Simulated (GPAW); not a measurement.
The system is Mo.

```xyz
1
Lattice="-1.5838 1.5838 1.5838 1.5838 -1.5838 1.5838 1.5838 1.5838 -1.5838" Properties=species:S:1:pos:R:3 pbc="T T T"
Mo    0.0000    0.0000    0.0000
```

Program: GPAW 26.7.0. Alike in all runs: task band structure; cell as given; k mesh 9 × 9 × 9; cutoff (eV) 600; smearing fermi-dirac 0.05 eV.

Order these runs on this cell by their pressure, lowest first.
A. level r4SCAN; potentials or basis GPAW PAW data sets (gpaw-data 1.2.1), pw; spin SOC, no magnetisation; band points 60; spin axis theta (degrees) 90; spin axis phi (degrees) 45
B. level LDA+U; potentials or basis the program's PAW data sets (release 1.2.1) made for this functional, pw; spin off; U Mo d U = 7 eV; band points 80
C. level LDA; potentials or basis the program's PAW data sets (release 1.2.1) made for this functional, pw; spin SOC, no magnetisation; band points 60; spin axis theta (degrees) 0; spin axis phi (degrees) 0

C (-15.2 GPa), A (-5.4 GPa), B (3.2 GPa).

Caveats: spin-orbit coupling was added after a scalar SCF, so levels and gaps hold it while energy, forces, pressure and moments don't (some runs); so large a pressure means that the cell lies far from this level's equilibrium, or that cutoff or potentials fall short (some runs); the PAW data sets were made with another functional, which shifts forces and pressure a little (some runs); U without spin polarisation on a metal has little footing (some runs); the U is typed as a test and isn't derived for this compound (some runs).

Runs at the PBE level aren't shown here.
